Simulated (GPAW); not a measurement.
TiC:

```
CELL_PARAMETERS angstrom
0.00000 2.16572 2.16572
2.16572 0.00000 2.16572
2.16572 2.16572 0.00000
ATOMIC_POSITIONS crystal
Ti 0.00000 0.00000 0.00000
C 0.50000 0.50000 0.50000
```

The cell is a database's computed one.

- Program: GPAW 26.7.0
- Task: relaxation of cell and atoms
- Functional: RPBE
- Dispersion: D3(BJ)
- Potentials or basis: the program's PAW data sets (release 1.2.1) made for this functional
- Cutoff: 800 eV
- Basis: pw
- k mesh: 11 × 11 × 11
- Occupations: fermi-dirac, width 0.05 eV
- Spin: no spin polarisation

At the start: pressure -34.7 GPa; volume 10.16 Å³/atom.

How do energy, volume and symmetry change on relaxing?

Over 5 steps the energy falls by 144.4 meV/atom and the volume is 8.92 Å³/atom (-12.2 %); space group Fm-3m (No. 225, to 0.05 Å).

Step by step:
```csv
step,energy change (eV),largest force (eV/Å),pressure (GPa),volume (Å³)
1,0.0000,0.0000,-34.73,20.32
2,-0.1706,0.0000,-24.26,19.38
3,-0.2854,0.0000,4.10,17.64
4,-0.2889,0.0000,-0.32,17.86
5,-0.2889,0.0000,0.00,17.84
```

Final structure:
```
Ti C
1.0
     0.00000    2.07408    2.07408
     2.07408    0.00000    2.07408
     2.07408    2.07408    0.00000
Ti C
1 1
Direct
  0.00000 0.00000 0.00000
  0.50000 0.50000 0.50000
```

Caveat: later steps reuse the first step's grids; pairwise dispersion overbinds metals, which lowers pressure and volume.
